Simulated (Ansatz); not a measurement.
# Ti3Ni (Pm-3m) in Ansatz: reference runs

Aim: a first look at Ti3Ni with PBEsol, on the cell as given and on a disturbed one.

Everything below comes from runs of Ansatz 0.2.0. Logs are shortened: lines on timing, memory, paths and dates and some standing lists are left out, and cuts for length are marked.

## (1) The structure

It takes space group Pm-3m (No. 221, cubic). Conventional cell: a = 3.935 Å, b = 3.935 Å, c = 3.935 Å, α = 90.00°, β = 90.00°, γ = 90.00°. Ni (site symmetry m-3m) has 12 Ti at 2.78 Å as nearest neighbours. Around Ti (site symmetry 4/mmm) lie 4 Ni at 2.78 Å and 8 Ti at 2.78 Å.

The cell comes from a database or a generator and needn't be the stable form of this composition.

## (2) Single point, PBEsol, collinear spin, ferromagnetic start

Input file input.yaml:

```yaml
crystal:
  lattice:
    - [3.935175, 0.0, 0.0]
    - [0.0, 3.935175, 0.0]
    - [0.0, 0.0, 3.935175]
  atoms:
    - { symbol: Ni, position: [0.0, 0.0, 0.0], spin: 1.0 }
    - { symbol: Ti, position: [0.5, 0.5, 0.0], spin: 1.0 }
    - { symbol: Ti, position: [0.5, 0.0, 0.5], spin: 1.0 }
    - { symbol: Ti, position: [0.0, 0.5, 0.5], spin: 1.0 }
hamiltonian:
  xc: pbesol
  pseudopotentials: { kind: paw }
magnetization:
  spin_polarized: true
kpoints:
  mp_grid: { grid: [7, 7, 7] }
scf:
  occupations: { method: fermi_dirac, width: 0.05 }
output:
  forces: true
  stress: true
  eigenvalues: true
  write_density: true
  write_potential: true
  elf: true
  volumetric_format: npy
```

Potentials or basis: Ansatz PAW.

Command:

```console
ansatz run input.yaml --threads 2 --pin off --max-ram 5632MiB --backend cpu --events-out ev --progress --plain --runs-dir out
```

The program printed:

```text
Warning: RAYON_NUM_THREADS=2 ignored (pool sized by the plan → 2); use --threads N
Engine: ansatz 0.2.0, aarch64-unknown-linux-gnu
Pseudopotentials: kind: paw
Pseudopotential: Ni, paw, valence charge 18, recommended cutoff 420 eV (normal), Ni.paw.azcp
Pseudopotential: Ti, paw, valence charge 12, recommended cutoff 420 eV (normal), Ti.paw.azcp
Functional definition: PBEsol
  exchange = pbesol_x
  correlation = pbesol_c
Crystal: 4 atoms, lattice volume = 60.939 Å³
Basis set: ecut = 420 eV, 1213 PW (Γ), exchange–correlation on 54×54×54 points (8 copies of the dense FFT grid, shifted against one another)
Bands: 35, of which v1, the nominal top of the filled ones, is band 27 counted from 1 (26 counted from 0)
Symmetry: 48 space group operations
Space group: Pm-3m (ITA 221), of the structure as read, at distance tolerance 3.9e-5 Å
Magnetic group: BNS 221.92 (UNI 1594), of the structure as read, at distance tolerance 3.9e-5 Å
k-points: 20 of 343
Non-local potential: Ni, projectors of the file, l = 0: 3, l = 1: 2, l = 2: 3, l = 3: 1
Non-local potential: Ti, projectors of the file, l = 0: 3, l = 1: 2, l = 2: 3, l = 3: 1
PAW form: soft (Blöchl's): semilocal exchange-correlation on the pseudo side does not see the compensation charge
PAW frozen core: Ni, regenerated for the run's functional, and the local potential with it (the file was generated under x = pbe(κ = 0.804, μ = 0.2195149727645171), c = pbe(β = 0.06672455060314922))
PAW frozen core: Ti, regenerated for the run's functional, and the local potential with it (the file was generated under x = pbe(κ = 0.804, μ = 0.2195149727645171), c = pbe(β = 0.06672455060314922))
PAW one-centre angular grid: Ni, 590 points (default); XC on 64 Gauss nodes
PAW one-centre angular grid: Ti, 590 points (default); XC on 64 Gauss nodes
Initial density: superposition of atomic densities (chi_scale 0.1, normalization cell)
Starting moments: Σ|m| = 4 μB on 4 of 4 sites
Initial wavefunctions: pseudopotential atomic-orbital guess
Functional: x = pbesol(κ = 0.804, μ = 0.12345679012345678), c = pbesol(β = 0.046)
SCF iter   1: F=—  HF=-13228.058477 eV  |F-HF|=—  |Δ(HF+E_count)|=         —  Δρ=9.21e-2 (↑9.21e-2 ↓3.54e-2)  dr2=2.94e0  dr2_m=1.97e0  M=0.984 μB ∫|m|=1.014 μB  β_m=0.30  ethr=3.10e-3  ⟨swp⟩=3.6  Hψ=4277  notcnv=0
Mixer restart at iter 1: flushing history
preconditioner: auto → Kerker (q_TF=auto, 2.674 Å⁻¹)  [metal: Δε(μ)=0.020 eV  Ē_g=3.982 eV  σ=0.050 eV  W_gap=0.10  n_scr=18 (ndim 8)  ℏωp=22.3 eV  f_vac=0.000  D(μ)=4.74/eV (n_scr^D=56)]
spin=Collinear: Kerker preconditioning applied to the charge; magnetization (m = ρ↑ − ρ↓) channel mixes plain (no charge-response kernel on spin).
SCF iter   2: F=—  HF=-13226.621097 eV  |F-HF|=—  |Δ(HF+E_count)|=    1.44e0  Δρ=5.22e-2 (↑5.22e-2 ↓4.51e-2)  dr2=1.49e0  dr2_m=1.05e0  M=0.958 μB ∫|m|=0.979 μB  β_m=0.52  ethr=3.10e-3  ⟨swp⟩=2.0  Hψ=2376  notcnv=0  defer=29
SCF iter   3: F=—  HF=-13226.845337 eV  |F-HF|=—  |Δ(HF+E_count)|=   2.24e-1  Δρ=3.59e-2 (↑3.59e-2 ↓1.56e-2)  dr2=3.05e-1  dr2_m=2.97e-1  M=0.777 μB ∫|m|=0.783 μB  β_m=0.60  ethr=2.75e-3  ⟨swp⟩=3.3  Hψ=2312  notcnv=0  defer=29
SCF iter   4: F=—  HF=-13226.981110 eV  |F-HF|=—  |Δ(HF+E_count)|=   1.36e-1  Δρ=1.54e-2 (↑4.43e-3 ↓1.54e-2)  dr2=1.50e-1  dr2_m=3.23e-2  M=0.475 μB ∫|m|=0.480 μB  β_m=0.77  ethr=5.65e-4  ⟨swp⟩=2.2  Hψ=2731  notcnv=0  defer=25
SCF iter   5: F=—  HF=-13227.011176 eV  |F-HF|=—  |Δ(HF+E_count)|=   3.01e-2  Δρ=3.98e-3 (↑3.98e-3 ↓2.70e-3)  dr2=1.30e-2  dr2_m=1.80e-3  M=0.221 μB ∫|m|=0.222 μB  β_m=0.87  ethr=2.78e-4  ⟨swp⟩=2.4  Hψ=2140  notcnv=0  defer=25
SCF iter   6: F=—  HF=-13227.018119 eV  |F-HF|=—  |Δ(HF+E_count)|=   6.94e-3  Δρ=4.50e-3 (↑4.50e-3 ↓3.43e-3)  dr2=2.44e-2  dr2_m=9.45e-4  M=0.149 μB ∫|m|=0.149 μB  β_m=0.87  ethr=2.40e-5  ⟨swp⟩=1.1  Hψ=1724  notcnv=0  defer=23
SCF iter   7: F=—  HF=-13227.017329 eV  |F-HF|=—  |Δ(HF+E_count)|=   7.90e-4  Δρ=1.15e-3 (↑1.15e-3 ↓8.32e-4)  dr2=9.89e-4  dr2_m=2.86e-4  M=0.091 μB ∫|m|=0.091 μB  β_m=0.93  ethr=2.40e-5  ⟨swp⟩=2.0  Hψ=2078  notcnv=0  defer=25
SCF iter   8: F=—  HF=-13227.017266 eV  |F-HF|=—  |Δ(HF+E_count)|=   6.28e-5  Δρ=3.77e-4 (↑3.77e-4 ↓2.50e-4)  dr2=3.66e-5  dr2_m=4.95e-5  M=0.041 μB ∫|m|=0.041 μB  β_m=0.97  ethr=1.83e-6  ⟨swp⟩=2.0  Hψ=1792  notcnv=0  defer=25
SCF iter   9: F=—  HF=-13227.017294 eV  |F-HF|=—  |Δ(HF+E_count)|=   2.86e-5  Δρ=1.28e-4 (↑1.28e-4 ↓1.20e-4)  dr2=1.56e-6  dr2_m=8.45e-6  M=0.017 μB ∫|m|=0.017 μB  β_m=0.98  ethr=6.77e-8  ⟨swp⟩=2.2  Hψ=2261  notcnv=0  defer=25
SCF iter  10: F=—  HF=-13227.017301 eV  |F-HF|=—  |Δ(HF+E_count)|=   6.38e-6  Δρ=5.77e-5 (↑4.09e-5 ↓5.77e-5)  dr2=4.62e-6  dr2_m=5.86e-8  M=-0.000 μB ∫|m|=0.000 μB  β_m=0.90  ethr=2.90e-9  ⟨swp⟩=2.0  Hψ=2530  notcnv=0  defer=25
SCF iter  11: F=—  HF=-13227.017300 eV  |F-HF|=—  |Δ(HF+E_count)|=   7.93e-7  Δρ=1.08e-5 (↑7.63e-6 ↓1.08e-5)  dr2=1.54e-7  dr2_m=1.06e-8  M=-0.000 μB ∫|m|=0.000 μB  β_m=0.95  ethr=2.90e-9  ⟨swp⟩=2.5  Hψ=2555  notcnv=0  defer=25
SCF iter  12: F=—  HF=-13227.017300 eV  |F-HF|=—  |Δ(HF+E_count)|=   1.18e-8  Δρ=3.13e-6 (↑3.13e-6 ↓1.92e-6)  dr2=1.17e-8  dr2_m=1.11e-9  M=-0.000 μB ∫|m|=0.000 μB  β_m=0.97  ethr=2.85e-10  ⟨swp⟩=2.0  Hψ=1848  notcnv=0  defer=25
SCF iter  13: F=—  HF=-13227.017300 eV  |F-HF|=—  |Δ(HF+E_count)|=   5.47e-9  Δρ=2.07e-6 (↑2.07e-6 ↓1.35e-6)  dr2=5.95e-9  dr2_m=8.82e-11  M=-0.000 μB ∫|m|=0.000 μB  β_m=0.92  ethr=2.17e-11  ⟨swp⟩=2.0  Hψ=1781  notcnv=0  defer=25
SCF iter  14: F=-13227.017300 eV  HF=-13227.017300 eV  |F-HF|=1.57e-9  |Δ(HF+E_count)|=  1.09e-10  Δρ=9.02e-7 (↑8.17e-7 ↓9.02e-7)  dr2=1.67e-9  dr2_m=1.14e-12  M=-0.000 μB ∫|m|=0.000 μB  ethr=1.10e-11  ⟨swp⟩=6.7  Hψ=6796  notcnv=0
SCF 1 converged in 14 iterations: F = -13227.017300 eV  dr2 = 1.67e-9
WARN: the starting moments were not kept: the SCF closed with an absolute magnetisation of 2.3e-6 μB, where they sum to 4 μB in size (4 sites). That is at most 0.1 of that sum. Measured as dr2_m measures the in/out step, that magnetisation stands 2.4e-12 eV from none, at or under the dr2_threshold of 1.0e-7 eV: it is no larger than a step whose dr2_m would equal this threshold. The system may hold no moment; this SCF shows only that its start led to no more than that. To try another start: raise the starting moments (crystal.atoms[].spin, magnetization.per_species, magnetization.initial_magnetization, or on a non-collinear deck that types none of these the spinor_matrix: blocks that start its atoms; where the total moment is fixed, keep their sum and leave initial_magnetization as it is; typed ones take the place of any that the run laid by itself, positive ones on a crystal's lanthanoids without a Hubbard term where scf.initial_density.shell_occupations: [] is typed) or, if the notice of its spin-set hold's release reads "site moments contracting" or "site moments show no strong build", lengthen the hold (scf.mixing.spin_hold: { on: { confirm: 4 } }; for m-r²SCAN on two components see the key's manual first). Each may lead to a state that holds a moment. A second SCF, from the converged charge density, with the starting moments and any scf.initial_density.shell_occupations laid on it anew, would have followed, and was not run: the deck does not ask for one (magnetization.retry_lost_moments is false, the default). To let it run, set magnetization.retry_lost_moments: true and run the deck again, where that key's refused combinations let it; where memory then withholds it, that run's warning says so.
SCF converged after 14 iterations
Magnetization: -0.0000 μB (27.0000 up, 27.0000 down)
Absolute magnetization: 0.0000 μB (∫|ρ↑−ρ↓|, with the PAW one-centre terms)
Spin contamination: 0.0000 ħ² per cell (⟨S²⟩ above its minimum at these occupations)
Per-site moments (μB) at R_I (Å): [(-7.861338093024856e-7, 1.147817932658006), (-2.9269676933793025e-7, 1.147817932658006), (-2.9269676944688527e-7, 1.147817932658006), (-2.926967692457222e-7, 1.147817932658006)]
Free energy (F): -13227.017300 eV
Harris-Foulkes:  -13227.017300 eV  (|F-HF|=1.57e-9)
Internal energy: -13226.956541 eV  (E = F + TS)
E sigma→0 (E₀):  -13226.986920 eV
Entropy (-TS):   -0.060759 eV (-15.190 meV/atom)
Fermi energy:    14.451149 eV
--- Per-component energies (eV) ---
  E_band       = -773.015154
  E_kinetic    = 1101.429267
  E_local      = -6426.605105  (includes V_loc(G=0)·N_el)
  E_nonlocal   = 661.400262
  E_hartree    = 2698.639604
  E_xc         = -375.374049
  E_vxc        = -474.905509  (∫ρ·V_xc dr)
  E_paw        = -4660.465690  (= ΣΔE_a)
  E_vpaw       = -1031.616765  (= ΣTr[D̂ρ^β])
  E_aug_tail   = 0.000828  (compensation charges beyond the density's cutoff)
  E_ewald      = -6226.597099
  E_core_change = 0.615442  (= ΣΔE_core)
  E_smearing   = -0.060759  (= −TS)
  E_closure    = 0.000000  (closes the sum)
  Σ components = -13227.017300   (vs F -13227.017300, Δ=0.00e0)
--- Forces (eV/Å), atoms counted from 1 ---
  atom   1  Ni    -0.00000000     0.00000000     0.00000000
  atom   2  Ti     0.00000000    -0.00000000     0.00000000
  atom   3  Ti     0.00000000    -0.00000000    -0.00000000
  atom   4  Ti     0.00000000     0.00000000     0.00000000
  max |Σ_I F_I| component: 1.61e-28 eV/Å
--- Stress (GPa, compression-positive) ---
       -5.059982      -0.000000      -0.000000
        0.000000      -5.059982       0.000000
        0.000000       0.000000      -5.059982
  P = ⅓ Tr σ = -5.0600 GPa (-50.600 kbar)
--- Band table (eV; the first three rows and the last of 40) ---
  k-point 0 ↑: bands = ["-88.4445", "-48.9666", "-48.9666", "-48.9666", "-41.9336", "-41.7269", "-41.7269", "-18.5373", "-18.5373", "-18.5373", "-18.1373", "-18.1373", "-18.1373", "-17.8631", "-17.8631", "-17.8631", "7.7403", "11.1536", "11.2646", "11.2646", "11.8620", "11.8620", "11.8620", "14.1030", "14.1030", "14.1030", "14.8490", "14.8490", "17.0281", "17.0281", "17.0281", "17.3555", "17.3555", "17.3555", "17.8228"]
  k-point 1 ↑: bands = ["-88.4445", "-48.9667", "-48.9666", "-48.9666", "-41.9245", "-41.7359", "-41.7267", "-18.5184", "-18.5184", "-18.5092", "-18.1440", "-18.1440", "-18.1404", "-17.8999", "-17.8766", "-17.8766", "7.9738", "11.2526", "11.3733", "11.3828", "11.9311", "11.9479", "11.9479", "14.0431", "14.1341", "14.1341", "14.5944", "14.9189", "16.2037", "16.2037", "16.8237", "16.9644", "17.6134", "17.6514", "17.6514"]
  k-point 2 ↑: bands = ["-88.4445", "-48.9669", "-48.9666", "-48.9666", "-41.8999", "-41.7603", "-41.7264", "-18.4694", "-18.4694", "-18.4293", "-18.1656", "-18.1656", "-18.1474", "-17.9995", "-17.9070", "-17.9070", "8.6397", "11.2348", "11.6620", "11.8225", "12.1083", "12.1848", "12.1848", "13.8436", "13.8829", "14.1064", "14.1064", "15.1429", "15.5143", "15.5143", "16.0873", "16.8277", "16.9979", "17.2414", "17.2414"]
  k-point 19 ↓: bands = ["-88.4445", "-48.9669", "-48.9669", "-48.9669", "-41.8009", "-41.7906", "-41.7906", "-18.7200", "-18.4930", "-18.4892", "-18.4892", "-17.9355", "-17.9355", "-17.9274", "-17.8672", "-17.8672", "10.7213", "11.3939", "11.4842", "11.4842", "12.7811", "12.7811", "13.5858", "13.8533", "13.8533", "14.5775", "14.6832", "14.6832", "15.2314", "15.2327", "15.2327", "15.3406", "16.9809", "16.9809", "17.3669"]
```

It took 5.3 s on 2 threads of Arm Neoverse V2, shared host; peak memory 0.45 GiB.

What came out:

```
Free energy            : -13227.0173 eV
Pressure               : -5.1 GPa
Band gap on the k mesh : none (metal or under the smearing width)
Net moment             : 0.00 μB per cell
Absolute moment        : 0.00 μB per cell
```

Caveat: the PAW data sets come from PBE, with cores solved anew for the run's functional, which leaves a small shift of forces and pressure; the starting moments weren't kept.

## (3) Single point, PBEsol, collinear spin, ferromagnetic start (atoms moved at random, drawn with an rms of 0.05 Å)

Input file input.yaml:

```yaml
crystal:
  lattice:
    - [3.935175, 0.0, 0.0]
    - [0.0, 3.935175, 0.0]
    - [0.0, 0.0, 3.935175]
  atoms:
    - { symbol: Ni, position: [-0.003591, -0.007555, -0.000886], spin: 1.0 }
    - { symbol: Ti, position: [0.497902, 0.500298, -0.000685], spin: 1.0 }
    - { symbol: Ti, position: [0.492188, -0.014175, 0.506224], spin: 1.0 }
    - { symbol: Ti, position: [0.003934, 0.515453, 0.508134], spin: 1.0 }
hamiltonian:
  xc: pbesol
  pseudopotentials: { kind: paw }
magnetization:
  spin_polarized: true
kpoints:
  mp_grid: { grid: [7, 7, 7] }
scf:
  occupations: { method: fermi_dirac, width: 0.05 }
output:
  forces: true
  stress: true
  eigenvalues: true
```

Potentials or basis: Ansatz PAW.

Command:

```console
ansatz run input.yaml --threads 2 --pin off --max-ram 5632MiB --backend cpu --events-out ev --progress --plain --runs-dir out
```

Wall time 58 s (2 threads of Arm Neoverse V2, shared host); peak memory 0.74 GiB.

The run converged. Its results:

```yaml
Free_energy: -13226.9680 eV
Pressure: -4.7 GPa
Largest_force: 0.806 eV/Å
Band_gap_on_the_k_mesh: none (metal or under the smearing width)
Net_moment: 0.00 μB per cell
Absolute_moment: 0.00 μB per cell
```

Forces on the atoms (eV/Å):
```
Ni   0.006  0.116  0.070
Ti   0.142 -0.401  0.271
Ti   0.171  0.771 -0.164
Ti  -0.320 -0.485 -0.178
```

Stress tensor (GPa, compression positive):
```
-4.57 -0.04 -0.03
-0.04 -4.75  0.04
-0.03  0.04 -4.76
```

Levels at points of the mesh, in eV from the Fermi level:
Spin up:
| k point | band 23 | band 24 | band 25 | band 26 | band 27 | band 28 | band 29 | band 30 | band 31 | band 32 |
| --- | --- | --- | --- | --- | --- | --- | --- | --- | --- | --- |
| (0.00, 0.00, 0.00) | -2.58 | -0.35 | -0.34 | -0.33 | 0.39 | 0.40 | 2.54 | 2.57 | 2.59 | 2.79 |
Spin down:
| k point | band 25 | band 26 | band 27 | band 28 | band 29 | band 30 |
| --- | --- | --- | --- | --- | --- | --- |
| (0.00, 0.00, 0.00) | -0.34 | -0.33 | 0.39 | 0.40 | 2.54 | 2.57 |

Caveat: the PAW data sets come from PBE, with cores solved anew for the run's functional, which leaves a small shift of forces and pressure; the starting moments weren't kept.
